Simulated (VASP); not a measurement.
# TePb (Fm-3m) in VASP: notebook, part 2 of 2

VASP 6.6.1. The steps go on from the part before.

## Step 4: Single point, r2SCAN

This run uses another cell than the first one, of 35.62 Å³/atom.

The input, POSCAR:

```
TePb
1.0
    0.0000000000      3.2903218500      3.2903218500
    3.2903218500      0.0000000000      3.2903218500
    3.2903218500      3.2903218500      0.0000000000
Te Pb
1 1
Direct
    0.5000000000      0.5000000000      0.5000000000
    0.0000000000      0.0000000000      0.0000000000
```

The input, INCAR.step1:

```
PREC = Accurate
ENCUT = 520
ISMEAR = -1
SIGMA = 0.02
LREAL = False
LASPH = True
NELM = 100
NBANDS = 17
GGA = PE
ALGO = Normal
EDIFF = 1E-4
LWAVE = True
LCHARG = False
```

The input, INCAR.step2:

```
PREC = Accurate
ENCUT = 520
EDIFF = 1E-6
ISMEAR = -1
SIGMA = 0.02
LREAL = False
LASPH = True
NELM = 100
ALGO = Normal
ISIF = 2
LWAVE = False
LCHARG = False
METAGGA = R2SCAN
LMIXTAU = True
NBANDS = 17
ISTART = 1
```

The input, KPOINTS:

```
Automatic mesh
0
Gamma
  8 8 8
```

Potentials or basis: VASP PAW PBE potentials, release 64 (Te, Pb_d).

Launch:

```sh
> cat potpaw_PBE.64/Te/POTCAR potpaw_PBE.64/Pb_d/POTCAR > POTCAR
> cp INCAR.step1 INCAR
> mpirun -np 1 vasp_std > vasp.out
> cp INCAR.step2 INCAR
> mpirun -np 1 vasp_std > vasp.out
```

OUTCAR:

```text
PREC = Accurate
   ENCUT = 520
   EDIFF = 1E-6
   ISMEAR = -1
   LREAL = False
   LASPH = True
   NELM = 100
   ISIF = 2
   METAGGA = R2SCAN
   ISTART = 1

 ion  position               nearest neighbor table
   1  0.500  0.500  0.500-   2 3.29   2 3.29   2 3.29   2 3.29   2 3.29   2 3.29
   2  0.000  0.000  0.000-   1 3.29   1 3.29   1 3.29   1 3.29   1 3.29   1 3.29

  LATTYP: Found a face centered cubic cell.
 ALAT       =     6.5806437000

  Lattice vectors:

 A1 = (   0.0000000000,   3.2903218500,   3.2903218500)
 A2 = (   3.2903218500,   0.0000000000,   3.2903218500)
 A3 = (   3.2903218500,   3.2903218500,   0.0000000000)

Analysis of symmetry for initial positions (statically):
=====================================================================
 Subroutine PRICEL returns:
 Original cell was already a primitive cell.

 Routine SETGRP: Setting up the symmetry group for a
 face centered cubic supercell.

 Subroutine GETGRP returns: Found 48 space group operations
 (whereof 48 operations were pure point group operations)
 out of a pool of 48 trial point group operations.

The static configuration has the point symmetry O_h .

Analysis of symmetry for dynamics (positions and initial velocities):
=====================================================================
 Subroutine PRICEL returns:
 Original cell was already a primitive cell.

 Routine SETGRP: Setting up the symmetry group for a
 face centered cubic supercell.

 Subroutine GETGRP returns: Found 48 space group operations
 (whereof 48 operations were pure point group operations)
 out of a pool of 48 trial point group operations.

The dynamic configuration has the point symmetry O_h .

 Subroutine INISYM returns: Found 48 space group operations
 (whereof 48 operations are pure point group operations),
 and found     1 'primitive' translations

----------------------------------------------------------------------------------------

                                     Primitive cell

  volume of cell :      71.2435

  direct lattice vectors                    reciprocal lattice vectors
     0.000000000  3.290321850  3.290321850    -0.151960818  0.151960818  0.151960818
     3.290321850  0.000000000  3.290321850     0.151960818 -0.151960818  0.151960818
     3.290321850  3.290321850  0.000000000     0.151960818  0.151960818 -0.151960818

  length of vectors
     4.653217785  4.653217785  4.653217785     0.263203858  0.263203858  0.263203858

  position of ions in fractional coordinates (direct lattice)
     0.500000000  0.500000000  0.500000000
     0.000000000  0.000000000  0.000000000

  ion indices of the primitive-cell ions
   primitive index   ion index
                 1           1
                 2           2

----------------------------------------------------------------------------------------

 KPOINTS: Automatic mesh

Automatic generation of k-mesh.
 Grid dimensions read from file:
 generate k-points for:    8    8    8

 Generating k-lattice:

  Cartesian coordinates                     Fractional coordinates (reciprocal lattice)
    -0.018995102  0.018995102  0.018995102     0.125000000  0.000000000  0.000000000
     0.018995102 -0.018995102  0.018995102     0.000000000  0.125000000  0.000000000
     0.018995102  0.018995102 -0.018995102     0.000000000  0.000000000  0.125000000

  Length of vectors
     0.032900482  0.032900482  0.032900482

  Shift w.r.t. Gamma in fractional coordinates (k-lattice)
     0.000000000  0.000000000  0.000000000

 Subroutine IBZKPT returns following result:
 ===========================================

 Found     29 irreducible k-points:

 Following reciprocal coordinates:
            Coordinates               Weight
  0.000000  0.000000  0.000000      1.000000
  0.125000  0.000000  0.000000      8.000000
  0.250000  0.000000  0.000000      8.000000
  0.375000  0.000000  0.000000      8.000000
  0.500000  0.000000  0.000000      4.000000
  0.125000  0.125000  0.000000      6.000000
[... 16 lines left out ...]
  0.500000  0.250000  0.125000     48.000000
 -0.375000  0.250000  0.125000     24.000000
 [... further k-points ...]
   k-points           NKPTS =     29   k-points in BZ     NKDIM =     29   number of bands    NBANDS=     17
   number of dos      NEDOS =    301   number of ions     NIONS =      2
   total plane-waves  NPLWV =  46656
   dimension x,y,z NGX =    36 NGY =   36 NGZ =   36
   dimension x,y,z NGXF=    72 NGYF=   72 NGZF=   72
   ions per type =               1   1
   NGX,Y,Z   is equivalent  to a cutoff of  12.86, 12.86, 12.86 a.u.
   NGXF,Y,Z  is equivalent  to a cutoff of  25.72, 25.72, 25.72 a.u.
 SYSTEM =  unknown system
   PREC   = accura    normal or accurate (medium, high low for compatibility)
   ISTART =      1    job   : 0-new  1-cont  2-samecut
   ICHARG =      0    charge: 1-file 2-atom 10-const
   ISPIN  =      1    spin polarized calculation?
   LNONCOLLINEAR =      F non collinear calculations
   LSORBIT =      F    spin-orbit coupling
   LASPH  =      T    aspherical Exc in radial PAW
   ENCUT  =  520.0 eV  38.22 Ry    6.18 a.u.   8.65  8.65  8.65*2*pi/ulx,y,z
   NELM   =    100;   NELMIN=  2; NELMDL=  0     # of ELM steps
   EDIFF  = 0.1E-05   stopping-criterion for ELM
   LREAL  =      F    real-space projection
   EDIFFG = 0.1E-04   stopping-criterion for IOM
   NSW    =      0    number of steps for IOM
   IBRION =     -1    ionic relax: 0-MD 1-quasi-New 2-CG
   NFREE  =      0    steps in history (QN), initial steepest desc. (CG)
   ISIF   =      2    stress and relaxation
   ISYM   =      2    0-nonsym 1-usesym 2-fastsym
   POTIM  = 0.5000    time-step for ionic-motion
   TEBEG  =    0.0;   TEEND  =   0.0 temperature during run
   PSTRESS=    0.0 pullay stress
   NELECT =      20.0000    total number of electrons
   NUPDOWN=      -1.0000    fix difference up-down
   EMIN   =  10.00;   EMAX   =-10.00  energy-range for DOS
   EFERMI =   0.00;   METHOD = LEGACY
   ISMEAR =    -1;   SIGMA  =   0.02  broadening in eV -4-tet -1-fermi 0-gaus
   EFERMI_NEDOS =   21; number of points for ismear=-14 and -15
   IALGO  =     38    algorithm
   IMIX   =      4    mixing-type and parameters
     AMIX     =   0.40;   BMIX     =  1.00
     AMIX_MAG =   1.60;   BMIX_MAG =  1.00
  volume/ion in A,a.u.               =      35.62       240.39
  Fermi-wavevector in a.u.,A,eV,Ry     =   1.071938  2.025670 15.633797  1.149052
  Thomas-Fermi vector in A             =   2.207694
   LORBIT       =      0    0 simple, 1 ext, 2 COOP (PROOUT), +10 PAW based schemes
   METAGGA = R2SCAN    functional components
   LHFCALC =     F    Hartree Fock is set to
   AEXX    =    0.0000 exact exchange contribution
   IVDW    =     0    specifies the selected vdW correction
   LEPSILON=     F    determine dielectric tensor
   LRPA    =     F    only Hartree local field effects (RPA)
 non-spin polarized calculation
  energy-cutoff  :      520.00
  volume of cell :       71.24
 maximum number of plane-waves:      1936
   NGX = 17   NGY = 17   NGZ = 17

 number of electron      19.9999998 magnetization

 Free energy of the ion-electron system (eV)
  ---------------------------------------------------
  ext. energy  EPLUGINS =         0.00000000
  ---------------------------------------------------
  free energy    TOTEN  =       -82.70245114 eV

  energy without entropy =      -82.70245114  energy(sigma->0) =      -82.70245114

 E-fermi :   5.2613     XC(G=0):  -9.5549

 val. band max:        4.8036757536   @ k =   0.5000   0.0000   0.0000
 cond. band min:       5.9366896958   @ k =   0.5000   0.0000   0.0000
 fundamental gap:      1.1330139422
 Fermi energy:         5.2612531252

 k-point     1 :       0.0000    0.0000    0.0000
  band No.  band energies     occupation
      1     -12.4783      2.00000
      2     -12.4783      2.00000
      3     -12.4709      2.00000
      4     -12.4709      2.00000
      5     -12.4709      2.00000
      6      -7.2419      2.00000
[... 9 lines left out ...]
     16      11.1235      0.00000
     17      12.7648      0.00000
[... 441 lines left out ...]
 k-point    24 :      -0.3750    0.2500    0.1250
  band No.  band energies     occupation
      1     -12.5025      2.00000
      2     -12.4851      2.00000
      3     -12.4657      2.00000
      4     -12.4613      2.00000
      5     -12.4550      2.00000
      6      -5.6992      2.00000
[... 9 lines left out ...]
     16      15.0680      0.00000
     17      15.5097      0.00000

 [... further k-points ...]

------------------------ aborting loop because EDIFF is reached ----------------------------------------

  FORCE on cell =-STRESS in cart. coord.  units (eV):
  Direction    XX          YY          ZZ          XY          YZ          ZX
  --------------------------------------------------------------------------------------
  -------------------------------------------------------------------------------------
  Total       -0.3798501     -0.3798501     -0.3798501     -0.0000000      0.0000000     -0.0000000
  in kB       -8.5423554     -8.5423554     -8.5423554     -0.0000000      0.0000000     -0.0000000
  external PRESSURE =      -8.5423554 kB  Pullay stress =       0.0000000 kB

 VOLUME and BASIS-vectors are now :
 -----------------------------------------------------------------------------
  energy-cutoff  :      520.00
  volume of cell :       71.24
      direct lattice vectors                 reciprocal lattice vectors
     0.000000000  3.290321850  3.290321850    -0.151960818  0.151960818  0.151960818
     3.290321850  0.000000000  3.290321850     0.151960818 -0.151960818  0.151960818
     3.290321850  3.290321850  0.000000000     0.151960818  0.151960818 -0.151960818

 POSITION                                       TOTAL-FORCE (eV/Angst)
 -----------------------------------------------------------------------------------
      3.29032      3.29032      3.29032         0.000000      0.000000     -0.000000
      0.00000      0.00000      0.00000         0.000000      0.000000      0.000000
 -----------------------------------------------------------------------------------
    total drift:                               -0.000000      0.000000      0.000000

  FREE ENERGIE OF THE ION-ELECTRON SYSTEM (eV)
  ---------------------------------------------------
  free  energy   TOTEN  =       -82.7024511434 eV

  energy  without entropy=      -82.7024511434  energy(sigma->0) =      -82.70245114
```

OUTCAR.step1:

```text
PREC = Accurate
   ENCUT = 520
   ISMEAR = -1
   LREAL = False
   LASPH = True
[... 700 lines left out ...]
      3.29032      3.29032      3.29032         0.000000      0.000000      0.000000
      0.00000      0.00000      0.00000         0.000000      0.000000     -0.000000
 -----------------------------------------------------------------------------------
    total drift:                               -0.000000      0.000000      0.000000

  FREE ENERGIE OF THE ION-ELECTRON SYSTEM (eV)
  ---------------------------------------------------
  free  energy   TOTEN  =        -7.5227582967 eV

  energy  without entropy=       -7.5227582967  energy(sigma->0) =       -7.52275830
```

Run time: 69 s. Hardware: 1 thread of Intel Xeon 6975P-C (Granite Rapids), shared host; peak memory 0.23 GiB.

What came out:

```yaml
Free_energy: -82.7025 eV
Pressure: -0.9 GPa
Band_gap_on_the_k_mesh: 1.13 eV
```

Caveat: the PAW data sets were made with another functional, which shifts forces and pressure a little; spin-orbit coupling is left out, which moves the levels of the heavy elements.

## Step 5: Single point, r2SCAN

This run uses another cell than the first one, of 36.32 Å³/atom.

The input, POSCAR:

```
TePb
1.0
    0.0000000000      3.3116881700      3.3116881700
    3.3116881700      0.0000000000      3.3116881700
    3.3116881700      3.3116881700      0.0000000000
Te Pb
1 1
Direct
    0.5000000000      0.5000000000      0.5000000000
    0.0000000000      0.0000000000      0.0000000000
```

The input, INCAR.step1:

```
SYSTEM = TePb
ALGO     = Normal         ! electronic algorithm
EDIFF    = 1E-4           ! SCF threshold, eV
ENCUT    = 520            ! plane-wave cutoff, eV
GGA      = PE             ! functional
ISMEAR   = -1             ! smearing method
LASPH    = .True.         ! aspherical terms in the spheres
LCHARG   = .False.        ! write CHGCAR
LREAL    = .False.        ! projectors in reciprocal space
LWAVE    = .True.         ! write WAVECAR
NBANDS   = 17             ! bands
NELM     = 60             ! most SCF steps
PREC     = Accurate       ! precision mode
SIGMA    = 0.02           ! smearing width, eV
```

The input, INCAR.step2:

```
SYSTEM = TePb
ALGO     = Normal         ! electronic algorithm
EDIFF    = 1E-7           ! SCF threshold, eV
ENCUT    = 520            ! plane-wave cutoff, eV
ISIF     = 2              ! what is computed and relaxed
ISMEAR   = -1             ! smearing method
ISTART   = 1            
LASPH    = .True.         ! aspherical terms in the spheres
LCHARG   = .False.        ! write CHGCAR
LMIXTAU  = .True.       
LREAL    = .False.        ! projectors in reciprocal space
LWAVE    = .False.        ! write WAVECAR
METAGGA  = R2SCAN         ! meta-GGA
NBANDS   = 17             ! bands
NELM     = 60             ! most SCF steps
PREC     = Accurate       ! precision mode
SIGMA    = 0.02           ! smearing width, eV
```

The input, KPOINTS:

```
k-points
0
Gamma
  8 8 8
  0 0 0
```

Potentials or basis: VASP PAW PBE potentials, release 64 (Te, Pb_d).

Launch:

```sh
> cat potpaw_PBE.64/Te/POTCAR potpaw_PBE.64/Pb_d/POTCAR > POTCAR
> cp INCAR.step1 INCAR
> mpirun -np 1 vasp_std > vasp.out
> cp INCAR.step2 INCAR
> mpirun -np 1 vasp_std > vasp.out
```

OUTCAR:

```text
SYSTEM = TePb
   EDIFF = 1E-7
   ENCUT = 520
   ISIF = 2
   ISMEAR = -1
   ISTART = 1
   LASPH = .True.
   LREAL = .False.
   METAGGA = R2SCAN
   NELM = 60
   PREC = Accurate

 ion  position               nearest neighbor table
   1  0.500  0.500  0.500-   2 3.31   2 3.31   2 3.31   2 3.31   2 3.31   2 3.31
   2  0.000  0.000  0.000-   1 3.31   1 3.31   1 3.31   1 3.31   1 3.31   1 3.31

  LATTYP: Found a face centered cubic cell.
 ALAT       =     6.6233763400

  Lattice vectors:

[... 667 lines left out ...]

  FORCE on cell =-STRESS in cart. coord.  units (eV):
  Direction    XX          YY          ZZ          XY          YZ          ZX
  --------------------------------------------------------------------------------------
  -------------------------------------------------------------------------------------
  Total       -0.7110854     -0.7110854     -0.7110854      0.0000000      0.0000000     -0.0000000
  in kB      -15.6838990    -15.6838990    -15.6838990      0.0000000      0.0000000     -0.0000000
  external PRESSURE =     -15.6838990 kB  Pullay stress =       0.0000000 kB

 VOLUME and BASIS-vectors are now :
 -----------------------------------------------------------------------------
  energy-cutoff  :      520.00
  volume of cell :       72.64
      direct lattice vectors                 reciprocal lattice vectors
     0.000000000  3.311688170  3.311688170    -0.150980399  0.150980399  0.150980399
     3.311688170  0.000000000  3.311688170     0.150980399 -0.150980399  0.150980399
     3.311688170  3.311688170  0.000000000     0.150980399  0.150980399 -0.150980399

 POSITION                                       TOTAL-FORCE (eV/Angst)
 -----------------------------------------------------------------------------------
      3.31169      3.31169      3.31169         0.000000      0.000000      0.000000
      0.00000      0.00000      0.00000        -0.000000      0.000000     -0.000000
 -----------------------------------------------------------------------------------
    total drift:                               -0.000000      0.000000      0.000000

  FREE ENERGIE OF THE ION-ELECTRON SYSTEM (eV)
  ---------------------------------------------------
  free  energy   TOTEN  =       -82.6921762763 eV

  energy  without entropy=      -82.6921762763  energy(sigma->0) =      -82.69217628
```

Wall time 70 s (1 thread of Intel Xeon 6975P-C (Granite Rapids), shared host); peak memory 0.23 GiB.

What came out:

| Property | Result |
| --- | --- |
| Free energy | -82.6922 eV |
| Pressure | -1.6 GPa |
| Band gap on the k mesh | 1.17 eV |

Levels at points of the mesh, in eV from the valence-band top:
```
           k point  band 7  band 8  band 9  band 10  band 11  band 12  band 13  band 14
(0.00, 0.00, 0.00)   -5.82   -1.19   -1.19    -1.19     4.27     4.27     4.27     6.37
(0.50, 0.00, 0.00)   -8.50   -0.76   -0.76     0.00     1.17     1.61     1.61     8.86
(0.50, 0.50, 0.00)   -7.38   -4.09   -2.52    -2.52     3.91     5.57     5.57     6.74
```

Caveat: the PAW data sets were made with another functional, which shifts forces and pressure a little; spin-orbit coupling is left out, which moves the levels of the heavy elements.

## Step 6: Overview

| cell | gap on the mesh (eV) | pressure (GPa) |
| --- | --- | --- |
| a = 4.623 Å, angles 60.0°, 2 atoms | 1.09 | -0.1 |
| a = 4.653 Å, angles 60.0°, 2 atoms | 1.13 | -0.9 |
| a = 4.683 Å, angles 60.0°, 2 atoms | 1.17 | -1.6 |

Alike in all rows: task single point; level r2SCAN; potentials or basis VASP PAW PBE potentials, release 64 (Te, Pb_d); no spin polarisation; k mesh 8 × 8 × 8; cutoff (eV) 520; smearing fermi-dirac 0.02 eV.

Caveats: the PAW data sets were made with another functional, which shifts forces and pressure a little; spin-orbit coupling is left out, which moves the levels of the heavy elements.

Total energies depend on the potentials used, so only differences within one code and one set of settings carry meaning.

## Step 7: Comparison with measurements

Step 2. A measured gap of TePb is 0.19 eV (direct; 4.2 K; a printed reference work, monograph); the calculated 1.09 eV misses it by +0.90 eV. Spin-orbit coupling on Pb, Te is left out. The value is that of r2SCAN on a finite k mesh, which can miss the band edges, without temperature or zero-point motion.

Step 3. Against the measured gap of TePb, 0.19 eV (direct; 4.2 K; a printed reference work, monograph), the calculated 1.09 eV is off by +0.90 eV. Spin-orbit coupling on Pb, Te is left out. The value is that of r2SCAN on a finite k mesh, which can miss the band edges, without temperature or zero-point motion.

Step 4. A measured gap of TePb is 0.19 eV (direct; 4.2 K; a printed reference work, monograph); the calculated 1.13 eV misses it by +0.94 eV. Spin-orbit coupling on Pb, Te is left out. The value is that of r2SCAN on a finite k mesh, which can miss the band edges, without temperature or zero-point motion.
